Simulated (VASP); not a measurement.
# ZnAu (Pm-3m) in VASP: further runs

Runs on ZnAu. Level: LDA. Tasks: single point.

Program: VASP 6.6.1. These are calculated values, not measurements. Logs are shortened: lines on timing, memory, paths and dates and some standing lists are left out, and cuts for length are marked.

### 1 The structure

It takes space group Pm-3m (No. 221, cubic). Conventional cell: a = 3.147 Å, b = 3.147 Å, c = 3.147 Å, α = 90.00°, β = 90.00°, γ = 90.00°. Au (site symmetry m-3m) is surrounded by 8 Zn at 2.73 Å. Around Zn (site symmetry m-3m) lie 8 Au at 2.73 Å.

### 2 Single point, LDA

Input file INCAR:

```
PREC = Accurate ; ENCUT = 500
EDIFF = 1E-6 ; ISMEAR = 0
SIGMA = 0.05 ; LREAL = F
LASPH = T ; NELM = 100
ALGO = Normal ; ISIF = 2
LWAVE = F ; LCHARG = F
GGA = CA
```

Input file KPOINTS:

```
regular mesh
0
Gamma
  8 8 8
```

Input file POSCAR:

```
ZnAu
1.0
    3.1470000000      0.0000000000      0.0000000000
    0.0000000000      3.1470000000      0.0000000000
    0.0000000000      0.0000000000      3.1470000000
Au Zn
1 1
Direct
    0.0000000000      0.0000000000      0.0000000000
    0.5000000000      0.5000000000      0.5000000000
```

Potentials or basis: VASP PAW LDA potentials, release 64 (Au, Zn).

On the command line:

```
$ cat potpaw_LDA.64/Au/POTCAR potpaw_LDA.64/Zn/POTCAR > POTCAR
$ mpirun -np 1 vasp_std > vasp.out
```

OUTCAR:

```text
PREC = Accurate
   ENCUT = 500
   EDIFF = 1E-6
   ISMEAR = 0
   LREAL = F
   LASPH = T
   NELM = 100
   ISIF = 2
   GGA = CA

 ion  position               nearest neighbor table
   1  0.000  0.000  0.000-   2 2.73   2 2.73   2 2.73   2 2.73   2 2.73   2 2.73   2 2.73   2 2.73

   2  0.500  0.500  0.500-   1 2.73   1 2.73   1 2.73   1 2.73   1 2.73   1 2.73   1 2.73   1 2.73

  LATTYP: Found a simple cubic cell.
 ALAT       =     3.1470000000

  Lattice vectors:

 A1 = (   3.1470000000,   0.0000000000,   0.0000000000)
 A2 = (   0.0000000000,   3.1470000000,   0.0000000000)
 A3 = (   0.0000000000,   0.0000000000,   3.1470000000)

Analysis of symmetry for initial positions (statically):
=====================================================================
 Subroutine PRICEL returns:
 Original cell was already a primitive cell.

 Routine SETGRP: Setting up the symmetry group for a
 simple cubic supercell.

 Subroutine GETGRP returns: Found 48 space group operations
 (whereof 48 operations were pure point group operations)
 out of a pool of 48 trial point group operations.

The static configuration has the point symmetry O_h .

Analysis of symmetry for dynamics (positions and initial velocities):
=====================================================================
 Subroutine PRICEL returns:
 Original cell was already a primitive cell.

 Routine SETGRP: Setting up the symmetry group for a
 simple cubic supercell.

 Subroutine GETGRP returns: Found 48 space group operations
 (whereof 48 operations were pure point group operations)
 out of a pool of 48 trial point group operations.

The dynamic configuration has the point symmetry O_h .

 Subroutine INISYM returns: Found 48 space group operations
 (whereof 48 operations are pure point group operations),
 and found     1 'primitive' translations

----------------------------------------------------------------------------------------

                                     Primitive cell

  volume of cell :      31.1667

  direct lattice vectors                    reciprocal lattice vectors
     3.147000000  0.000000000  0.000000000     0.317762949  0.000000000  0.000000000
     0.000000000  3.147000000  0.000000000     0.000000000  0.317762949  0.000000000
     0.000000000  0.000000000  3.147000000     0.000000000  0.000000000  0.317762949

  length of vectors
     3.147000000  3.147000000  3.147000000     0.317762949  0.317762949  0.317762949

  position of ions in fractional coordinates (direct lattice)
     0.000000000  0.000000000  0.000000000
     0.500000000  0.500000000  0.500000000

  ion indices of the primitive-cell ions
   primitive index   ion index
                 1           1
                 2           2

----------------------------------------------------------------------------------------

 KPOINTS: regular mesh

Automatic generation of k-mesh.
 Grid dimensions read from file:
 generate k-points for:    8    8    8

 Generating k-lattice:

  Cartesian coordinates                     Fractional coordinates (reciprocal lattice)
     0.039720369  0.000000000  0.000000000     0.125000000  0.000000000  0.000000000
     0.000000000  0.039720369  0.000000000     0.000000000  0.125000000  0.000000000
     0.000000000  0.000000000  0.039720369     0.000000000  0.000000000  0.125000000

  Length of vectors
     0.039720369  0.039720369  0.039720369

  Shift w.r.t. Gamma in fractional coordinates (k-lattice)
     0.000000000  0.000000000  0.000000000

 Subroutine IBZKPT returns following result:
 ===========================================

 Found     35 irreducible k-points:

 Following reciprocal coordinates:
            Coordinates               Weight
  0.000000  0.000000  0.000000      1.000000
  0.125000  0.000000  0.000000      6.000000
  0.250000  0.000000  0.000000      6.000000
  0.375000  0.000000  0.000000      6.000000
  0.500000  0.000000  0.000000      3.000000
  0.125000  0.125000  0.000000     12.000000
[... 16 lines left out ...]
  0.375000  0.375000  0.125000     24.000000
  0.500000  0.375000  0.125000     24.000000
 [... further k-points ...]
   k-points           NKPTS =     35   k-points in BZ     NKDIM =     35   number of bands    NBANDS=     15
   number of dos      NEDOS =    301   number of ions     NIONS =      2
   total plane-waves  NPLWV =  13824
   dimension x,y,z NGX =    24 NGY =   24 NGZ =   24
   dimension x,y,z NGXF=    48 NGYF=   48 NGZF=   48
   ions per type =               1   1
   NGX,Y,Z   is equivalent  to a cutoff of  12.68, 12.68, 12.68 a.u.
   NGXF,Y,Z  is equivalent  to a cutoff of  25.36, 25.36, 25.36 a.u.
 SYSTEM =  unknown system
   PREC   = accura    normal or accurate (medium, high low for compatibility)
   ISTART =      0    job   : 0-new  1-cont  2-samecut
   ICHARG =      2    charge: 1-file 2-atom 10-const
   ISPIN  =      1    spin polarized calculation?
   LNONCOLLINEAR =      F non collinear calculations
   LSORBIT =      F    spin-orbit coupling
   LASPH  =      T    aspherical Exc in radial PAW
   ENCUT  =  500.0 eV  36.75 Ry    6.06 a.u.   5.74  5.74  5.74*2*pi/ulx,y,z
   NELM   =    100;   NELMIN=  2; NELMDL= -5     # of ELM steps
   EDIFF  = 0.1E-05   stopping-criterion for ELM
   LREAL  =      F    real-space projection
   EDIFFG = 0.1E-04   stopping-criterion for IOM
   NSW    =      0    number of steps for IOM
   IBRION =     -1    ionic relax: 0-MD 1-quasi-New 2-CG
   NFREE  =      0    steps in history (QN), initial steepest desc. (CG)
   ISIF   =      2    stress and relaxation
   ISYM   =      2    0-nonsym 1-usesym 2-fastsym
   POTIM  = 0.5000    time-step for ionic-motion
   TEBEG  =    0.0;   TEEND  =   0.0 temperature during run
   PSTRESS=    0.0 pullay stress
   NELECT =      23.0000    total number of electrons
   NUPDOWN=      -1.0000    fix difference up-down
   EMIN   =  10.00;   EMAX   =-10.00  energy-range for DOS
   EFERMI =   0.00;   METHOD = LEGACY
   ISMEAR =     0;   SIGMA  =   0.05  broadening in eV -4-tet -1-fermi 0-gaus
   EFERMI_NEDOS =   21; number of points for ismear=-14 and -15
   IALGO  =     38    algorithm
   IMIX   =      4    mixing-type and parameters
     AMIX     =   0.40;   BMIX     =  1.00
     AMIX_MAG =   1.60;   BMIX_MAG =  1.00
  volume/ion in A,a.u.               =      15.58       105.16
  Fermi-wavevector in a.u.,A,eV,Ry     =   1.479406  2.795672 29.778283  2.188642
  Thomas-Fermi vector in A             =   2.593568
   LORBIT       =      0    0 simple, 1 ext, 2 COOP (PROOUT), +10 PAW based schemes
   GGA     = CA    functional components
   LHFCALC =     F    Hartree Fock is set to
   AEXX    =    0.0000 exact exchange contribution
   IVDW    =     0    specifies the selected vdW correction
   LEPSILON=     F    determine dielectric tensor
   LRPA    =     F    only Hartree local field effects (RPA)
 non-spin polarized calculation
 Gauss-broadening in eV      SIGMA  =   0.05
  energy-cutoff  :      500.00
  volume of cell :       31.17
 maximum number of plane-waves:       840
 NGX is ok and might be reduce to    24
   NGX = 11   NGY = 11   NGZ = 11

 number of electron      23.0000000 magnetization

 Free energy of the ion-electron system (eV)
  ---------------------------------------------------
  ext. energy  EPLUGINS =         0.00000000
  ---------------------------------------------------
  free energy    TOTEN  =        -6.73861308 eV

  energy without entropy =       -6.73826839  energy(sigma->0) =       -6.73844074

 E-fermi :   6.6507     XC(G=0): -12.6764

 val. band max:        6.5812304080   @ k =   0.5000   0.3750   0.2500
 cond. band min:       6.9523180632   @ k =   0.3750   0.3750   0.1250
 fundamental gap:      0.3710876553
 Fermi energy:         6.6506753151

 k-point     1 :       0.0000    0.0000    0.0000
  band No.  band energies     occupation
      1      -3.7626      2.00000
      2      -1.3008      2.00000
      3      -1.3008      2.00000
      4      -0.6296      2.00000
      5      -0.6296      2.00000
      6      -0.6296      2.00000
      7       1.4491      2.00000
      8       1.4491      2.00000
      9       3.1527      2.00000
     10       3.1527      2.00000
     11       3.1527      2.00000
     12      11.8093      0.00000
     13      11.8093      0.00000
     14      11.8093      0.00000
     15      15.6163      0.00000

 k-point     2 :       0.1250    0.0000    0.0000
  band No.  band energies     occupation
      1      -3.4866      2.00000
      2      -1.2425      2.00000
      3      -1.2219      2.00000
      4      -0.6328      2.00000
      5      -0.6328      2.00000
      6      -0.6074      2.00000
      7       1.4063      2.00000
      8       1.5243      2.00000
      9       2.9507      2.00000
     10       2.9507      2.00000
     11       3.1308      2.00000
     12      10.0132      0.00000
     13      12.3235      0.00000
     14      12.3235      0.00000
     15      16.5761      0.00000

 k-point     3 :       0.2500    0.0000    0.0000
  band No.  band energies     occupation
      1      -2.6985      2.00000
      2      -1.0912      2.00000
      3      -1.0347      2.00000
      4      -0.6379      2.00000
      5      -0.6379      2.00000
      6      -0.5527      2.00000
      7       1.2926      2.00000
      8       1.6897      2.00000
      9       2.5107      2.00000
     10       2.5107      2.00000
     11       3.0768      2.00000
     12       7.3540      0.00000
     13      13.7003      0.00000
     14      13.7003      0.00000
     15      17.1764      0.00000
[... 343 lines left out ...]
 k-point    23 :       0.3750    0.3750    0.1250
  band No.  band energies     occupation
      1      -1.3243      2.00000
      2      -1.1375      2.00000
      3      -0.9120      2.00000
      4      -0.8328      2.00000
      5      -0.4373      2.00000
      6       0.3416      2.00000
      7       1.4834      2.00000
      8       2.1855      2.00000
      9       2.1984      2.00000
     10       3.0848      2.00000
     11       3.6052      2.00000
     12       6.9523      0.00000
     13       8.6641      0.00000
     14      11.9238      0.00000
     15      15.1397      0.00000

 k-point    24 :       0.5000    0.3750    0.1250
  band No.  band energies     occupation
      1      -1.3401      2.00000
      2      -1.2120      2.00000
      3      -0.9157      2.00000
      4      -0.9048      2.00000
      5      -0.3720      2.00000
      6       0.4574      2.00000
      7       1.7044      2.00000
      8       2.0847      2.00000
      9       2.2511      2.00000
     10       3.2545      2.00000
     11       5.1434      2.00000
     12       5.2181      2.00000
     13       9.4798      0.00000
     14      10.1526      0.00000
     15      15.7647      0.00000

 [... further k-points ...]

------------------------ aborting loop because EDIFF is reached ----------------------------------------

  FORCE on cell =-STRESS in cart. coord.  units (eV):
  Direction    XX          YY          ZZ          XY          YZ          ZX
  --------------------------------------------------------------------------------------
  -------------------------------------------------------------------------------------
  Total       -1.1782266     -1.1782266     -1.1782266      0.0000000      0.0000000     -0.0000000
  in kB      -60.5688309    -60.5688309    -60.5688309      0.0000000      0.0000000     -0.0000000
  external PRESSURE =     -60.5688309 kB  Pullay stress =       0.0000000 kB

 VOLUME and BASIS-vectors are now :
 -----------------------------------------------------------------------------
  energy-cutoff  :      500.00
  volume of cell :       31.17
      direct lattice vectors                 reciprocal lattice vectors
     3.147000000  0.000000000  0.000000000     0.317762949  0.000000000  0.000000000
     0.000000000  3.147000000  0.000000000     0.000000000  0.317762949  0.000000000
     0.000000000  0.000000000  3.147000000     0.000000000  0.000000000  0.317762949

 POSITION                                       TOTAL-FORCE (eV/Angst)
 -----------------------------------------------------------------------------------
      0.00000      0.00000      0.00000         0.000000      0.000000      0.000000
      1.57350      1.57350      1.57350         0.000000      0.000000      0.000000
 -----------------------------------------------------------------------------------
    total drift:                                0.000000      0.000000     -0.000000

  FREE ENERGIE OF THE ION-ELECTRON SYSTEM (eV)
  ---------------------------------------------------
  free  energy   TOTEN  =        -6.7386130786 eV

  energy  without entropy=       -6.7382683941  energy(sigma->0) =       -6.73844074
```

Run time: 6.6 s. Hardware: 1 thread of Intel Xeon Platinum 8259CL at 2.50GHz (Skylake/Cascade Lake), shared host; peak memory 0.14 GiB.

What came out:

```yaml
Free_energy: -6.7386 eV
Pressure: -6.1 GPa
Band_gap_on_the_k_mesh: none (metal or under the smearing width)
```

The run has no spin-orbit coupling, so splittings on Au are missing.

### 3 Single point, LDA

Input file run.py:

```python
from ase.calculators.vasp import Vasp
from ase.dft.bandgap import bandgap
from ase.io import read

atoms = read('ZnAu.cif', primitive_cell=True, subtrans_included=False)
calc = Vasp(
    directory='calc',
    xc='lda',
    pp='LDA',
    setups='minimal',
    prec='Accurate',
    encut=500,
    ediff=1e-06,
    ismear=0,
    sigma=0.05,
    lreal=False,
    lasph=True,
    nelm=80,
    algo='Fast',
    isif=2,
    lwave=False,
    lcharg=False,
    kpts=[8, 8, 8],
    gamma=True,
    nbands=18,
)
atoms.calc = calc

print('energy (eV):', atoms.get_potential_energy())
print('free energy (eV):', atoms.get_potential_energy(force_consistent=True))
print('forces (eV/A):')
print(atoms.get_forces())
print('stress (eV/A^3, Voigt):', atoms.get_stress())
print('Fermi level (eV):', calc.get_fermi_level())
gap, top, bottom = bandgap(calc)
print('band gap (eV):', gap, 'from (spin, k, band)', top, 'to', bottom)
```

Input file ZnAu.cif:

```cif
data_ZnAu
_cell_length_a 3.14700000
_cell_length_b 3.14700000
_cell_length_c 3.14700000
_cell_angle_alpha 90.00000000
_cell_angle_beta 90.00000000
_cell_angle_gamma 90.00000000
_space_group_name_H-M_alt 'Pm-3m'
_space_group_name_Hall '-P 4 2 3'
_space_group_IT_number 221
loop_
_space_group_symop_operation_xyz
'x,y,z'
'-x,-y,-z'
'-y,x,z'
'y,-x,-z'
'-x,-y,z'
'x,y,-z'
'y,-x,z'
'-y,x,-z'
'x,-y,-z'
'-x,y,z'
'-y,-x,-z'
'y,x,z'
'-x,y,-z'
'x,-y,z'
'y,x,-z'
'-y,-x,z'
'z,x,y'
'-z,-x,-y'
'z,-y,x'
'-z,y,-x'
'z,-x,-y'
'-z,x,y'
'z,y,-x'
'-z,-y,x'
'-z,x,-y'
'z,-x,y'
'-z,-y,-x'
'z,y,x'
'-z,-x,y'
'z,x,-y'
'-z,y,x'
'z,-y,-x'
'y,z,x'
'-y,-z,-x'
'x,z,-y'
'-x,-z,y'
'-y,z,-x'
'y,-z,x'
'-x,z,y'
'x,-z,-y'
'-y,-z,x'
'y,z,-x'
'-x,-z,-y'
'x,z,y'
'y,-z,-x'
'-y,z,x'
'x,-z,y'
'-x,z,-y'
loop_
_atom_site_label
_atom_site_type_symbol
_atom_site_symmetry_multiplicity
_atom_site_Wyckoff_symbol
_atom_site_fract_x
_atom_site_fract_y
_atom_site_fract_z
_atom_site_occupancy
Au1 Au 1 a 0.0000000000 0.0000000000 0.0000000000 1
Zn1 Zn 1 b 0.5000000000 0.5000000000 0.5000000000 1
```

Potentials or basis: VASP PAW LDA potentials, release 64 (Au, Zn).

On the command line:

```
$ python run.py
```

It took 13 s on 1 thread of Intel Xeon Platinum 8259CL at 2.50GHz (Skylake/Cascade Lake), shared host; peak memory 0.14 GiB.

The run converged. Its results:

```yaml
Free_energy: -6.7386 eV
Pressure: -5.9 GPa
Band_gap_on_the_k_mesh: none (metal or under the smearing width)
```

Levels at points of the mesh, in eV from the Fermi level:
| k point | band 8 | band 9 | band 10 | band 11 | band 12 | band 13 | band 14 | band 15 |
| --- | --- | --- | --- | --- | --- | --- | --- | --- |
| (0.00, 0.00, 0.00) | -5.20 | -3.50 | -3.50 | -3.50 | 5.16 | 5.16 | 5.16 | 8.97 |
| (0.50, 0.00, 0.00) | -5.27 | -4.68 | -4.68 | -3.65 | -2.13 | 10.73 | 11.33 | 11.33 |
| (0.50, 0.50, 0.00) | -3.85 | -3.85 | -2.90 | -1.76 | -1.76 | 1.06 | 2.67 | 10.48 |
| (0.50, 0.50, 0.50) | -6.20 | -2.85 | -2.85 | 1.48 | 3.78 | 3.99 | 3.99 | 3.99 |
